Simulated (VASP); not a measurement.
# CaF2 (Fm-3m) in VASP: phonons with PBE

Aim: the phonons of CaF2 with PBE.

All numbers are computed with VASP 6.6.1; they aren't measurements. Logs are shortened: lines on timing, memory, paths and dates and some standing lists are left out, and cuts for length are marked.

## 1. The crystal as given

It takes space group Fm-3m (No. 225, cubic). Conventional cell: a = 5.512 Å, b = 5.512 Å, c = 5.512 Å, α = 90.00°, β = 90.00°, γ = 90.00°. Ca (site symmetry m-3m) is surrounded by 8 F at 2.39 Å. Around F (site symmetry -43m) lie 4 Ca at 2.39 Å.

The cell comes from a database or a generator and needn't be the stable form of this composition.

## 2. Phonons, PBE

Input file INCAR:

```
ALGO = Normal
EDIFF = 1E-8
ENCUT = 520
GGA = PE
IBRION = 8
ISIF = 2
ISMEAR = 0
LASPH = T
LCHARG = F
LEPSILON = T
LREAL = F
LWAVE = F
NELM = 100
NSW = 1
PREC = Accurate
SIGMA = 0.01
```

Input file KPOINTS:

```
k-points
0
Gamma
  8 8 8
```

Input file POSCAR:

```
CaF2
1.0
    0.0000000000      2.7558810482      2.7558810482
    2.7558810482      0.0000000000      2.7558810482
    2.7558810482      2.7558810482      0.0000000000
Ca F
1 2
Direct
    0.0000000000      0.0000000000      0.0000000000
    0.7500000000      0.7500000000      0.7500000000
    0.2500000000      0.2500000000      0.2500000000
```

Potentials or basis: VASP PAW PBE potentials, release 64 (Ca_sv, F).

Run with:

```bash
$ cat potpaw_PBE.64/Ca_sv/POTCAR potpaw_PBE.64/F/POTCAR > POTCAR
$ mpirun -np 1 vasp_std > vasp.out
```

OUTCAR:

```text
EDIFF = 1E-8
   ENCUT = 520
   GGA = PE
   IBRION = 8
   ISIF = 2
   ISMEAR = 0
   LASPH = T
   LEPSILON = T
   LREAL = F
   NELM = 100
   NSW = 1
   PREC = Accurate

 ion  position               nearest neighbor table
   1  0.000  0.000  0.000-   2 2.39   2 2.39   2 2.39   2 2.39   3 2.39   3 2.39   3 2.39   3 2.39

   2  0.750  0.750  0.750-   1 2.39   1 2.39   1 2.39   1 2.39
   3  0.250  0.250  0.250-   1 2.39   1 2.39   1 2.39   1 2.39

  LATTYP: Found a face centered cubic cell.
 ALAT       =     5.5117620964

  Lattice vectors:

 A1 = (   0.0000000000,   2.7558810482,   2.7558810482)
 A2 = (   2.7558810482,   0.0000000000,   2.7558810482)
 A3 = (   2.7558810482,   2.7558810482,   0.0000000000)

Analysis of symmetry for initial positions (statically):
=====================================================================
 Subroutine PRICEL returns:
 Original cell was already a primitive cell.

 Routine SETGRP: Setting up the symmetry group for a
 face centered cubic supercell.

 Subroutine GETGRP returns: Found 48 space group operations
 (whereof 48 operations were pure point group operations)
 out of a pool of 48 trial point group operations.

The static configuration has the point symmetry O_h .

Analysis of symmetry for dynamics (positions and initial velocities):
=====================================================================
 Subroutine PRICEL returns:
 Original cell was already a primitive cell.

 Routine SETGRP: Setting up the symmetry group for a
 face centered cubic supercell.

 Subroutine GETGRP returns: Found 48 space group operations
 (whereof 48 operations were pure point group operations)
 out of a pool of 48 trial point group operations.

The dynamic configuration has the point symmetry O_h .
[... 710 lines left out ...]
  --------------------------------------------------------------------------------
  x     0.00000     0.00000     0.00000     0.00000     0.00000     0.00000
  y     0.00000     0.00000     0.00000     0.00000     0.00000     0.00000
  z     0.00000     0.00000     0.00000     0.00000     0.00000     0.00000

 PIEZOELECTRIC TENSOR (including local field effects)  for field in x, y, z        (C/m^2)
          XX          YY          ZZ          XY          YZ          ZX
  --------------------------------------------------------------------------------
  x     0.00000     0.00000     0.00000     0.00000     0.00000     0.00000
  y     0.00000     0.00000     0.00000     0.00000     0.00000     0.00000
  z     0.00000     0.00000     0.00000     0.00000     0.00000     0.00000

 BORN EFFECTIVE CHARGES (including local field effects) (in |e|, cummulative output)
 ---------------------------------------------------------------------------------
 ion    1
    1     2.36088     0.00000     0.00000
    2     0.00000     2.36088     0.00000
    3     0.00000     0.00000     2.36088
 ion    2
    1    -1.18044     0.00000     0.00000
    2     0.00000    -1.18044     0.00000
    3     0.00000     0.00000    -1.18044
 ion    3
    1    -1.18044     0.00000     0.00000
    2     0.00000    -1.18044     0.00000
    3     0.00000     0.00000    -1.18044

 INTERNAL STRAIN TENSOR FOR ION    3 for displacements in x,y,z  (eV/Angst):
          X           Y           Z          XY          YZ          ZX
  --------------------------------------------------------------------------------
  x     0.00000     0.00000     0.00000     0.00000    -2.14851     0.00000
  y    -0.00000     0.00000    -0.00000     0.00000     0.00000    -2.14851
  z    -0.00000    -0.00000     0.00000    -2.14851     0.00000     0.00000

 SECOND DERIVATIVES (NOT SYMMETRIZED)
 ------------------------------------
               1X          1Y          1Z          2X          2Y          2Z          3X          3Y          3Z
  1X    -3.967427    0.000000    0.000000    1.983714    0.000000    0.000000    1.983714    0.000000    0.000000
  1Y     0.000000   -3.967427    0.000000    0.000000    1.983714    0.000000    0.000000    1.983714    0.000000
  1Z     0.000000    0.000000   -3.967427    0.000000    0.000000    1.983714    0.000000    0.000000    1.983714
  2X     1.976623    0.000000    0.000000   -4.297888    0.000000    0.000000    2.321265    0.000000    0.000000
  2Y     0.000000    1.976623   -0.000000    0.000000   -4.297888    0.000000    0.000000    2.321265    0.000000
  2Z     0.000000   -0.000000    1.976623    0.000000    0.000000   -4.297888    0.000000    0.000000    2.321265
  3X     1.976623    0.000000    0.000000    2.321265    0.000000    0.000000   -4.297888    0.000000    0.000000
  3Y     0.000000    1.976623   -0.000000    0.000000    2.321265    0.000000    0.000000   -4.297888    0.000000
  3Z     0.000000   -0.000000    1.976623    0.000000    0.000000    2.321265    0.000000    0.000000   -4.297888

 Eigenvectors and eigenvalues of the dynamical matrix
 ----------------------------------------------------

   1 f  =    9.227796 THz    57.979950 2PiTHz  307.806131 cm-1    38.163079 meV
             X         Y         Z           dx          dy          dz
      0.000000  0.000000  0.000000     0.000000    0.000000    0.000000
      4.133822  4.133822  4.133822    -0.478938    0.520210    0.000000
      1.377941  1.377941  1.377941     0.478938   -0.520210   -0.000000
[... 43 lines left out ...]
   9 f/i=    0.006304 THz     0.039611 2PiTHz    0.210287 cm-1     0.026072 meV
             X         Y         Z           dx          dy          dz
      0.000000  0.000000  0.000000     0.110685    0.207116   -0.676233
      4.133822  4.133822  4.133822     0.076342    0.142854   -0.466417
      1.377941  1.377941  1.377941     0.076342    0.142854   -0.466417

--------------------------------------------------------------------------------------------------------

 MACROSCOPIC STATIC DIELECTRIC TENSOR IONIC CONTRIBUTION
 ------------------------------------------------------
           6.080078    -0.000000     0.000000
          -0.000000     6.080078    -0.000000
           0.000000    -0.000000     6.080078
 ------------------------------------------------------

 ELASTIC MODULI CONTR FROM IONIC RELAXATION (kBar)
 Direction    XX          YY          ZZ          XY          YZ          ZX
 --------------------------------------------------------------------------------
 XX          -0.0000      0.0000     -0.0000     -0.0000      0.0000     -0.0000
 YY           0.0000     -0.0000      0.0000     -0.0000      0.0000      0.0000
 ZZ          -0.0000      0.0000     -0.0000      0.0000      0.0000     -0.0000
 XY          -0.0000     -0.0000      0.0000    -53.3831      0.0000      0.0000
 YZ           0.0000      0.0000      0.0000      0.0000    -53.3831      0.0000
 ZX          -0.0000      0.0000     -0.0000      0.0000      0.0000    -53.3831
 --------------------------------------------------------------------------------

 PIEZOELECTRIC TENSOR IONIC CONTR  for field in x, y, z        (C/m^2)
          XX          YY          ZZ          XY          YZ          ZX
  --------------------------------------------------------------------------------
  x     0.00000    -0.00000     0.00000     0.00000    -0.00000     0.00000
  y     0.00000     0.00000     0.00000     0.00000    -0.00000    -0.00000
  z     0.00000     0.00000    -0.00000     0.00000     0.00000     0.00000
```

stdout:

```text
POSCAR found type information on POSCAR CaF
 POSCAR found :  2 types and       3 ions
 scaLAPACK will be used
 LDA part: xc-table for (Slater+PW92), standard interpolation
 POSCAR, INCAR and KPOINTS ok, starting setup
 FFT: planning ... GRIDC
 FFT: planning ... GRID_SOFT
 FFT: planning ... GRID
 WAVECAR not read
 entering main loop
[... 23 lines left out ...]
  Direction:   3
 dielectric tensor                  component  3 :    -0.002    -0.004     2.255
 Linear response DOF=           2
 Linear response progress:
 first order change of Fermi-energy  -0.37640E-04
 force on displaced ion       1 direction 1 :  -3.967   0.000   0.000
 Born effective charge ion    1 direction 1 :   2.360   0.000   0.000
 Linear response progress:
 first order change of Fermi-energy  -0.35910E+00
 force on displaced ion       2 direction 1 :  -4.298   0.000   0.000
 Born effective charge ion    2 direction 1 :  -1.181   0.000   0.000
 Born effective charges drift removed
 Linear response finished
```

Wall time 8.8 min (1 thread of Intel Xeon Platinum 8488C (Sapphire Rapids), shared host); peak memory 0.35 GiB.

Results:

- Electronic dielectric tensor (diagonal): 2.26
- Born charges (mean of the diagonal): Ca +2.36; F -1.18 e
- Highest phonon frequency at Γ, LO-TO splitting left out: 308 cm⁻¹

Phonon frequencies in cm⁻¹ (negative: imaginary):
```
              q point                    frequencies
(0.000, 0.000, 0.000)  0 0 0 235 235 235 308 308 308
```

Electronic dielectric tensor:
```
2.26 0.00 0.00
0.00 2.26 0.00
0.00 0.00 2.26
```

Born effective charge tensors (e):
atom 1, Ca
```
2.36 0.00 0.00
0.00 2.36 0.00
0.00 0.00 2.36
```
atom 2, F
```
-1.18  0.00  0.00
 0.00 -1.18  0.00
 0.00  0.00 -1.18
```
atom 3, F
```
-1.18  0.00  0.00
 0.00 -1.18  0.00
 0.00  0.00 -1.18
```
